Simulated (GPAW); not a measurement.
A run of GPAW 26.7.0:

Contents of run.py:

```python
from ase import Atoms
from ase.eos import EquationOfState
from ase.io import Trajectory
from ase.units import GPa
from gpaw import GPAW, PW, setup_paths

setup_paths.insert(0, '.')

atoms = Atoms(['W', 'W', 'W', 'W', 'W', 'W', 'W', 'W'],
              cell=[[5.083, 0.0, 0.0],
                    [0.0, 5.083, 0.0],
                    [0.0, 0.0, 5.083]],
              scaled_positions=[[0.5, 0.25, 0.0],
                                [0.5, 0.75, 0.0],
                                [0.75, 0.0, 0.5],
                                [0.25, 0.0, 0.5],
                                [0.0, 0.5, 0.75],
                                [0.0, 0.5, 0.25],
                                [0.5, 0.5, 0.5],
                                [0.0, 0.0, 0.0]],
              pbc=True)

traj = Trajectory('eos.traj', 'w')
volumes, energies = [], []
for x in [0.94, 0.96, 0.98, 1.0, 1.02, 1.04, 1.06]:
    a = atoms.copy()
    a.set_cell(atoms.cell * x**(1 / 3), scale_atoms=True)
    calc = GPAW(mode=PW(600),
                xc='PBEsol',
                kpts={'size': (5, 5, 5), 'gamma': True},
                occupations={'name': 'fermi-dirac', 'width': 0.05},
                nbands=94,
                convergence={'density': 1e-05, 'energy': 1e-05},
                maxiter=150,
                txt=f'eos-{x:.2f}.txt')
    a.calc = calc
    energies.append(a.get_potential_energy(force_consistent=True))
    volumes.append(a.get_volume())
    p = -a.get_stress()[:3].mean() / GPa
    calc.write(f'eos-{x:.2f}.gpw')
    traj.write(a)
    print(f'{x:.2f} {volumes[-1]:10.4f} A^3 {energies[-1]:14.6f} eV {p:9.3f} GPa', flush=True)

v0, e0, B = EquationOfState(volumes, energies, eos='birchmurnaghan').fit()
print(f'V0 = {v0:.4f} A^3, E0 = {e0:.6f} eV, B0 = {B / GPa:.2f} GPa')
```

Potentials or basis: PAW data sets generated in the run's folder for this functional, pw.

Launch:

```console
$ gpaw-setup -f PBEsol W
$ OMP_NUM_THREADS=1 python run.py
```

Hardware: 1 thread of Arm Neoverse V1 (shared host).

**Question.** Estimate the wall time of this run.

**Answer.** It took 14 min on 1 thread of Arm Neoverse V1 (shared host), peak memory 0.71 GiB. Counts: scf iterations 73, plane waves 4130, bands 94, k points 11.
